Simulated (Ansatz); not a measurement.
# AlN (P6_3mc) in Ansatz: convergence with scf convergence dr2 threshold

Aim: find how far scf convergence dr2 threshold must go before the results for AlN settle, at LDA. This setting moves, with any that are tied to it; all else stays.

All numbers are computed with Ansatz 0.2.0; they aren't measurements. Logs are shortened: lines on timing, memory, paths and dates and some standing lists are left out, and cuts for length are marked.

## (1) Starting point

Symmetry: P6_3mc, No. 186, hexagonal system. The conventional cell has a = 3.113 Å, b = 3.113 Å, c = 4.981 Å, α = 90.00°, β = 90.00°, γ = 120.00°. Around Al (site symmetry 3m) lie 4 N at 1.89 Å. N (site symmetry 3m) has 4 Al at 1.89 Å as nearest neighbours.

## (2) With scf convergence dr2 threshold 0.01

Input file input.yaml:

```yaml
crystal:
  lattice:
    - [3.113, 0.0, 0.0]
    - [-1.5565, 2.695937082, 0.0]
    - [0.0, 0.0, 4.981]
  atoms:
    - { symbol: Al, position: [0.6666666667, 0.3333333333, 0.5] }
    - { symbol: Al, position: [0.3333333333, 0.6666666667, 0.0] }
    - { symbol: "N", position: [0.6666666667, 0.3333333333, 0.88] }
    - { symbol: "N", position: [0.3333333333, 0.6666666667, 0.38] }
hamiltonian:
  xc: lda
  pseudopotentials: { kind: paw }
kpoints:
  mp_grid: { grid: [8, 8, 5] }
scf:
  occupations: { method: methfessel_paxton, width: 0.05 }
  convergence: { dr2_threshold: 0.01 }
output:
  forces: true
  stress: true
  eigenvalues: true
```

Potentials or basis: Ansatz PAW.

Started as:

```bash
$ ansatz run input.yaml --threads 2 --pin off --max-ram 5632MiB --backend cpu --events-out ev --progress --plain --runs-dir out
```

What it wrote:

```text
Warning: scf.convergence.dr2_threshold = 1e-2 eV is looser than this run's default, which is 1e-7 eV or tighter. The error in the forces grows as the threshold's square root, so leave the key out unless less accurate forces are enough
Warning: output.stress: scf.convergence.dr2_threshold = 1e-2 eV is looser than the 4e-10 eV advised for a printed stress (1e-10 eV for each atom of the cell: 4). What an SCF threshold leaves in a stress goes as its square root, and in the free energy as the threshold itself, and one threshold admits the most on a small cell: of the crystals measured, under no hybrid functional and no lock of the moments, on runs that ended without the residual-converged pass, on stresses that held no estimate of that error, the worst erred by over 100 MPa in a component at 1e-7 eV an atom and by under 5 at 1e-10. Set scf.convergence.dr2_threshold to 4e-10 eV or tighter. The threshold is an SCF's pass mark: one that does not reach it within its budget of iterations ends unconverged, or closes short of it on a stop that the run arms, and scf.convergence.dr2_threshold's page says what that costs each kind of run
Warning: RAYON_NUM_THREADS=2 ignored (pool sized by the plan → 2); use --threads N
Engine: ansatz 0.2.0, x86_64-unknown-linux-gnu
Pseudopotentials: kind: paw
Pseudopotential: Al, paw, valence charge 3, recommended cutoff 420 eV (normal), Al.paw.azcp
Pseudopotential: N, paw, valence charge 5, recommended cutoff 420 eV (normal), N.paw.azcp
Functional definition: SPW92
  exchange = slater_x
  correlation = pw_c
Crystal: 4 atoms, lattice volume = 41.803 Å³
Basis set: ecut = 420 eV, 809 PW (Γ)
Bands: 12, of which v1, the nominal top of the filled ones, is band 8 counted from 1 (7 counted from 0)
Symmetry: 12 space group operations
Space group: P63mc (ITA 186), of the structure as read, at distance tolerance 3.5e-5 Å
k-points: 30 of 320 (time reversal used)
Non-local potential: Al, projectors of the file, l = 0: 2, l = 1: 2, l = 2: 1
Non-local potential: N, projectors of the file, l = 0: 2, l = 1: 2, l = 2: 1
PAW form: soft (Blöchl's): semilocal exchange-correlation on the pseudo side does not see the compensation charge
PAW frozen core: Al, regenerated for the run's functional, and the local potential with it (the file was generated under x = pbe(κ = 0.804, μ = 0.2195149727645171), c = pbe(β = 0.06672455060314922))
PAW frozen core: N, regenerated for the run's functional, and the local potential with it (the file was generated under x = pbe(κ = 0.804, μ = 0.2195149727645171), c = pbe(β = 0.06672455060314922))
PAW one-centre angular grid: Al, 110 points (default); XC on 64 Gauss nodes
PAW one-centre angular grid: N, 110 points (default); XC on 64 Gauss nodes
Initial density: superposition of atomic densities (neutral atoms: chi_scale 0, normalization atom), corrected by the library's trained network
Initial wavefunctions: pseudopotential atomic-orbital guess
Functional: x = slater, c = lda
SCF iter   1: F=—  HF=-1779.711318 eV  |F-HF|=—  |Δ(HF+E_count)|=         —  Δρ=9.31e-3  dr2=4.18e-2  ethr=1.77e-3  ⟨swp⟩=5.6  Hψ=2361  notcnv=0
preconditioner: auto → none  [insulator: Δε(μ)=4.162 eV  Ē_g=12.894 eV  σ=0.050 eV  W_gap=1.00  n_scr=2 (ndim 8)  ℏωp=23.0 eV  f_vac=0.000  D(μ)=0.00/eV (n_scr^D=0)  ε∞_Penn≈4.2]
SCF iter   2: F=—  HF=-1779.699021 eV  |F-HF|=—  |Δ(HF+E_count)|=   1.23e-2  S|Δr|=    0.00e0  Δρ=2.48e-3  dr2=1.40e-3  ethr=2.61e-4  ⟨swp⟩=2.9  Hψ=856  notcnv=0
SCF iter   3: F=-1779.698424 eV  HF=-1779.698490 eV  |F-HF|=6.61e-5  |Δ(HF+E_count)|=   5.31e-4  S|Δr|=    0.00e0  Δρ=8.48e-4  dr2=1.30e-4  ethr=8.72e-6  ⟨swp⟩=5.6  Hψ=1867  notcnv=0
SCF 1 converged in 3 iterations: F = -1779.698424 eV  dr2 = 1.30e-4
SCF converged after 3 iterations
Stability not checked: this state was not tested for a lower state beside it, because cold or Methfessel-Paxton smearing, or corrected tetrahedra, fill the levels in a way that the test cannot read (fill_not_monotonic; see scf.lower_state_search)
Free energy (F): -1779.698424 eV
Harris-Foulkes:  -1779.698490 eV  (|F-HF|=6.61e-5)
Internal energy: -1779.698424 eV  (E = F + TS)
E sigma→0 (E₀):  -1779.698424 eV
Fermi energy:    8.944024 eV
Step filling:    the computed levels leave a gap of 4.2359 eV = 84.7 smearing widths at the electron count; against every level under it full and every level over it empty, smearing changes F+E_penalty+E_count by +0.00e0 meV and its σ→0 estimate by +0.00e0 meV
--- Per-component energies (eV) ---
  E_band       = 26.302548
  E_kinetic    = 317.441008
  E_local      = -449.451987  (includes V_loc(G=0)·N_el)
  E_nonlocal   = 114.820221
  E_hartree    = 153.799157
  E_xc         = -201.044988
  E_vxc        = -214.994714  (∫ρ·V_xc dr)
  E_paw        = -1123.870267  (= ΣΔE_a)
  E_vpaw       = -49.194467  (= ΣTr[D̂ρ^β])
  E_aug_tail   = 0.000181  (compensation charges beyond the density's cutoff)
  E_ewald      = -591.663270
  E_core_change = 0.271521  (= ΣΔE_core)
  E_smearing   = -0.000000  (= −TS)
  E_closure    = 0.000000  (closes the sum)
  Σ components = -1779.698424   (vs F -1779.698424, Δ=0.00e0)
--- Forces (eV/Å), atoms counted from 1 ---
  atom   1  Al     0.00000000     0.00000000    -0.11670704
  atom   2  Al     0.00000000    -0.00000000    -0.11670704
  atom   3  N     -0.00000000    -0.00000000     0.11662399
  atom   4  N      0.00000000     0.00000000     0.11662399
  max |Σ_I F_I| component: 1.66e-4 eV/Å
--- Stress (GPa, compression-positive) ---
       -5.201821       0.000000      -0.000000
        0.000000      -5.201821       0.000000
       -0.000000       0.000000      -3.525801
  P = ⅓ Tr σ = -4.6431 GPa (-46.431 kbar)
--- Band table (eV; the first three rows and the last of 30) ---
  k-point 0: bands = ["-8.1668", "-5.9506", "0.8117", "5.9929", "5.9929", "6.6476", "6.6476", "6.8261", "11.0620", "13.3787", "17.2999", "17.7988"]
  k-point 1: bands = ["-8.0111", "-6.2557", "1.3504", "6.0084", "6.0521", "6.0521", "6.5814", "6.5814", "11.7139", "13.4763", "17.0614", "17.7649"]
  k-point 2: bands = ["-7.5669", "-6.9163", "2.6879", "4.3771", "6.2102", "6.2102", "6.4123", "6.4123", "12.8196", "13.4826", "16.8218", "17.4213"]
  k-point 29: bands = ["-5.6391", "-5.5327", "1.7395", "1.9438", "3.0607", "3.6626", "5.7545", "6.0072", "13.1976", "14.0182", "15.0814", "15.3574"]
```

It took 1.9 s on 2 threads of Intel Xeon at 2.50GHz (Skylake/Cascade Lake), shared host; peak memory 0.3 GiB.

What came out:

```
Free energy            : -1779.6984 eV
Pressure               : -4.6 GPa
Largest force          : 0.117 eV/Å
Band gap on the k mesh : 4.24 eV, direct
```

## (3) With scf convergence dr2 threshold 0.001

input.yaml: that of step 2 with these lines changed.

```diff
@@ -17,3 +17,3 @@
   occupations: { method: methfessel_paxton, width: 0.05 }
-  convergence: { dr2_threshold: 0.01 }
+  convergence: { dr2_threshold: 0.001 }
 output:
```

Potentials or basis: Ansatz PAW.

Started as:

```bash
$ ansatz run input.yaml --threads 2 --pin off --max-ram 5632MiB --backend cpu --events-out ev --progress --plain --runs-dir out
```

Wall time 1.8 s (2 threads of Intel Xeon at 2.50GHz (Skylake/Cascade Lake), shared host); peak memory 0.3 GiB.

What came out:

```
Free energy            : -1779.6984 eV
Pressure               : -4.6 GPa
Largest force          : 0.117 eV/Å
Band gap on the k mesh : 4.24 eV, direct
```

## (4) With scf convergence dr2 threshold 0.0001

input.yaml: that of step 3 with these lines changed.

```diff
@@ -17,3 +17,3 @@
   occupations: { method: methfessel_paxton, width: 0.05 }
-  convergence: { dr2_threshold: 0.001 }
+  convergence: { dr2_threshold: 0.0001 }
 output:
```

Started as:

```bash
$ ansatz run input.yaml --threads 2 --pin off --max-ram 5632MiB --backend cpu --events-out ev --progress --plain --runs-dir out
```

It took 2 s on 2 threads of Intel Xeon at 2.50GHz (Skylake/Cascade Lake), shared host; peak memory 0.3 GiB.

Results:

| Quantity | Value |
| --- | --- |
| Free energy | -1779.6984 eV |
| Pressure | -4.6 GPa |
| Largest force | 0.117 eV/Å |
| Band gap on the k mesh | 4.24 eV, direct |

## (5) With scf convergence dr2 threshold 1e-05

input.yaml: that of step 4 with these lines changed.

```diff
@@ -17,3 +17,3 @@
   occupations: { method: methfessel_paxton, width: 0.05 }
-  convergence: { dr2_threshold: 0.0001 }
+  convergence: { dr2_threshold: 1.0e-05 }
 output:
```

Started as:

```bash
$ ansatz run input.yaml --threads 2 --pin off --max-ram 5632MiB --backend cpu --events-out ev --progress --plain --runs-dir out
```

Wall time 1.9 s (2 threads of Intel Xeon at 2.50GHz (Skylake/Cascade Lake), shared host); peak memory 0.31 GiB.

What came out:

* Free energy: -1779.6984 eV
* Pressure: -4.6 GPa
* Largest force: 0.117 eV/Å
* Band gap on the k mesh: 4.24 eV, direct

## (6) With scf convergence dr2 threshold 1e-06

input.yaml: that of step 5 with these lines changed.

```diff
@@ -17,3 +17,3 @@
   occupations: { method: methfessel_paxton, width: 0.05 }
-  convergence: { dr2_threshold: 1.0e-05 }
+  convergence: { dr2_threshold: 1.0e-06 }
 output:
```

Potentials or basis: Ansatz PAW.

Started as:

```bash
$ ansatz run input.yaml --threads 2 --pin off --max-ram 5632MiB --backend cpu --events-out ev --progress --plain --runs-dir out
```

It took 2 s on 2 threads of Intel Xeon at 2.50GHz (Skylake/Cascade Lake), shared host; peak memory 0.31 GiB.

Results (log left out):

```yaml
Free_energy: -1779.6984 eV
Pressure: -4.6 GPa
Largest_force: 0.117 eV/Å
Band_gap_on_the_k_mesh: 4.24 eV, direct
```

## (7) With scf convergence dr2 threshold 1e-07

input.yaml: that of step 6 with these lines changed.

```diff
@@ -17,3 +17,3 @@
   occupations: { method: methfessel_paxton, width: 0.05 }
-  convergence: { dr2_threshold: 1.0e-06 }
+  convergence: { dr2_threshold: 1.0e-07 }
 output:
```

Started as:

```bash
$ ansatz run input.yaml --threads 2 --pin off --max-ram 5632MiB --backend cpu --events-out ev --progress --plain --runs-dir out
```

It took 1.9 s on 2 threads of Intel Xeon at 2.50GHz (Skylake/Cascade Lake), shared host; peak memory 0.3 GiB.

The run converged. Its results:

| Item | Value |
| --- | --- |
| Free energy | -1779.6984 eV |
| Pressure | -4.6 GPa |
| Largest force | 0.117 eV/Å |
| Band gap on the k mesh | 4.24 eV, direct |

## (8) With scf convergence dr2 threshold 1e-09

input.yaml: that of step 7 with these lines changed.

```diff
@@ -17,3 +17,3 @@
   occupations: { method: methfessel_paxton, width: 0.05 }
-  convergence: { dr2_threshold: 1.0e-07 }
+  convergence: { dr2_threshold: 1.0e-09 }
 output:
```

Started as:

```bash
$ ansatz run input.yaml --threads 2 --pin off --max-ram 5632MiB --backend cpu --events-out ev --progress --plain --runs-dir out
```

Wall time 1.9 s (2 threads of Intel Xeon at 2.50GHz (Skylake/Cascade Lake), shared host); peak memory 0.3 GiB.

It converged, with:

```yaml
Free_energy: -1779.6984 eV
Pressure: -4.6 GPa
Largest_force: 0.117 eV/Å
Band_gap_on_the_k_mesh: 4.24 eV, direct
```

## (9) With scf convergence dr2 threshold 1e-11

input.yaml: that of step 8 with these lines changed.

```diff
@@ -17,3 +17,3 @@
   occupations: { method: methfessel_paxton, width: 0.05 }
-  convergence: { dr2_threshold: 1.0e-09 }
+  convergence: { dr2_threshold: 1.0e-11 }
 output:
```

Potentials or basis: Ansatz PAW.

Started as:

```bash
$ ansatz run input.yaml --threads 2 --pin off --max-ram 5632MiB --backend cpu --events-out ev --progress --plain --runs-dir out
```

Run time: 2 s. Hardware: 2 threads of Intel Xeon at 2.50GHz (Skylake/Cascade Lake), shared host; peak memory 0.3 GiB.

The run converged. Its results:

- Free energy: -1779.6984 eV
- Pressure: -4.6 GPa
- Largest force: 0.117 eV/Å
- Band gap on the k mesh: 4.24 eV, direct

## (10) Summary

| scf convergence dr2 threshold | energy less the tightest run, at zero smearing (meV/atom) | SCF cycles | CPU time (s) | peak memory (GiB) |
| --- | --- | --- | --- | --- |
| 0.01 | 0.00 | 3 | 2.7 | 0.3 |
| 0.001 | 0.00 | 3 | 2.9 | 0.3 |
| 0.0001 | 0.00 | 4 | 2.8 | 0.3 |
| 1e-05 | 0.00 | 4 | 2.9 | 0.31 |
| 1e-06 | 0.00 | 5 | 3.1 | 0.31 |
| 1e-07 | 0.00 | 6 | 3.1 | 0.3 |
| 1e-09 | 0.00 | 6 | 2.7 | 0.3 |
| 1e-11 | 0.00 | 7 | 3 | 0.3 |

Against the tightest run, the energy stays within 1 meV/atom from 0.01 on. The tightest run that finished is the yardstick and may itself not be fully converged.

Caveats: odd divisions of the mesh miss points on the zone boundary, where band edges often lie, so the gap on the mesh can be too wide; the PAW data sets come from PBE, with cores solved anew for the run's functional, which leaves a small shift of forces and pressure.
